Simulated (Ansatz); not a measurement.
# Co: what a missing neighbour costs

Theory: DFT PBE, scalar-relativistic, plane waves, PAW (Ansatz 0.2.0).

Cutoff 420 eV, Γ-centred meshes of like density (1×1×8 for the 4-atom cell), Gaussian smearing of 0.05 eV, energies at zero smearing and 0 K, each start's symmetry kept, collinear spin.

Bulk Co (P6_3/mmc) has 12 nearest neighbours at 2.48 Å and a cohesive energy of 5.02 eV against the spin-polarised free atom. These structures stand in vacuum and were relaxed; neighbours count within 1.1 bulk bonds.

```tsv
start	atoms × neighbours	mean bond (Å)	energy over bulk (eV/atom)
[001] wire, 6 host atoms a period	4×4, 2×8	2.33	1.72
[001] wire, 4 host atoms a period	2×5, 1×6, 1×8	2.36	1.56
```

**Question.** Compare two estimates without free parameters: bonds of fixed strength, and a band energy that grows as the square root of coordination.

**Answer.** With fixed bonds an atom with z neighbours loses E_coh(1 − z/12); in the second-moment picture the band narrows as √z and it loses E_coh(1 − √(z/12)). Averaged over the atoms, in eV:
| start | fixed bonds | square root | computed |
| --- | --- | --- | --- |
| [001] wire, 6 host atoms a period | 2.79 | 1.72 | 1.72 |
| [001] wire, 4 host atoms a period | 2.51 | 1.49 | 1.56 |

The rms misses are 1.01 and 0.05 eV. Fixed bonds overshoot every row: the bonds that remain grow stronger when neighbours are missing, which the square root captures in part, and the bonds shorten by up to 6 %. What is left over reflects bond lengths, electronic shells, hybridisation and moments, which neither estimate holds.

Each run keeps its start's symmetry and one magnetic start, so lower states can exist.

Cost: 2 runs of about 21 core-minutes in all, on Intel Xeon Platinum 8259CL (Skylake/Cascade Lake) (shared hosts).